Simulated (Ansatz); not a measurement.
Equilibrium properties in the bcc structure, computed with r²SCAN in Ansatz (plane waves, PAW datasets (generated hard set); cutoff 700 eV), no spin polarisation, no spin–orbit coupling, Fermi–Dirac smearing of 0.1 eV, k-spacing 0.18 to 0.19 Å⁻¹:

| crystal | a₀ (Å) | V₀ (Å³/atom) | B₀ (GPa) |
| --- | --- | --- | --- |
| Cr | 2.830 | 11.33 | 276 |
| Mn | 2.761 | 10.52 | 303 |
| Nb | 3.306 | 18.07 | 173 |
| Mo | 3.151 | 15.64 | 274 |
| Ba | 5.073 | 65.29 | 8.3 |
| Ta | 3.304 | 18.04 | 202 |

Question: Give the same for W, Fe, Rb.

Answer: 
```csv
crystal,a₀ (Å),V₀ (Å³/atom),B₀ (GPa)
W,3.169,15.92,319
Fe,2.731,10.18,295
Rb,5.747,94.91,2.6
```

Model structures, not the usual forms at ambient conditions (metastable or hypothetical): Mn. The real material (Cr, Fe) is magnetic: without spin this is a model state, and volume, stiffness and gap can lie far from those of the magnetic ground state. The k-mesh is modest, so these values aren't fully converged in k. Spin polarisation is left out, and a magnetic state may lie lower for Mn. Potentials made with PBE were used with another functional.
